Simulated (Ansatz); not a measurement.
Computed with Ansatz 0.2.0, DFT PBE, scalar-relativistic, plane waves, PAW. Several structures of Mg3Se4 were relaxed, and the powder pattern of one of them was computed from 10° to 70° in 2θ (λ = 1.5406 Å; lines under 1 % are left out).

Cu Kα1 powder pattern (kinematic, no thermal factors).
```csv
2θ (°),relative intensity
13.11,5
13.65,4
14.18,3
22.81,1
23.76,2
24.68,20
26.39,50
27.50,39
28.43,2
28.58,52
30.33,4
32.94,100
33.40,71
34.18,5
35.59,30
36.02,5
37.29,31
37.79,1
38.20,1
40.25,26
41.02,22
41.78,6
42.05,2
43.69,1
46.58,11
47.13,53
48.27,6
48.63,7
48.63,2
49.63,4
50.01,5
50.57,17
51.54,27
51.88,14
53.15,12
53.89,12
54.33,15
55.74,12
56.78,1
57.06,17
59.15,1
59.36,1
61.70,1
62.25,1
62.61,3
63.10,3
63.92,1
63.92,8
64.48,7
64.76,5
65.04,10
67.69,1
68.06,7
69.01,2
69.08,8
69.35,1
```

Question: Which structure gives it?
A. Space group C2/m (No. 12), monoclinic, a = 15.027 Å, b = 3.226 Å, c = 7.215 Å, β = 116.1°. Mg on a site of symmetry 2/m is surrounded by 6 Se at 2.72–2.79 Å, 2 Mg at 3.23 Å and 2 Mg at 3.46 Å; Mg on a site of symmetry m has 6 Se at 2.69–2.86 Å, 2 Mg at 3.23 Å and 3 Mg at 3.46–3.62 Å; Se on its first site is surrounded by 5 Mg at 2.72–2.86 Å; 1 more site not described.
B. Space group Cmmm (No. 65), orthorhombic, a = 8.771 Å, b = 11.047 Å, c = 3.264 Å. Mg on a site of symmetry 2/m has 6 Se at 2.73–2.76 Å and 2 Mg at 3.26 Å; Mg on a site of symmetry mmm has 6 Se at 2.72 Å; around Se on a site of symmetry 2mm lie 4 Mg at 2.72–2.76 Å; 1 more site not described.
C. Space group P-3m1 (No. 164), trigonal, a = 4.036 Å, c = 11.261 Å. Mg on a site of symmetry -3m has 6 Se at 2.80 Å; Mg on a site of symmetry 3m is surrounded by 3 Se at 2.65 Å and 3 Se at 2.84 Å; around Se on its first site lie 6 Mg at 2.80–2.84 Å; 1 more site not described.

Answer: A. Its strongest line, at 2θ = 32.94°, has d = λ/(2 sin θ) = 2.717 Å and is the (1 1 1) reflection of the conventional C2/m cell with a = 15.027 Å, b = 3.226 Å, c = 7.215 Å, β = 116.1°. The others have their strongest lines at 34.2° (B); 26.7° (C).

The cells needn't be stable.
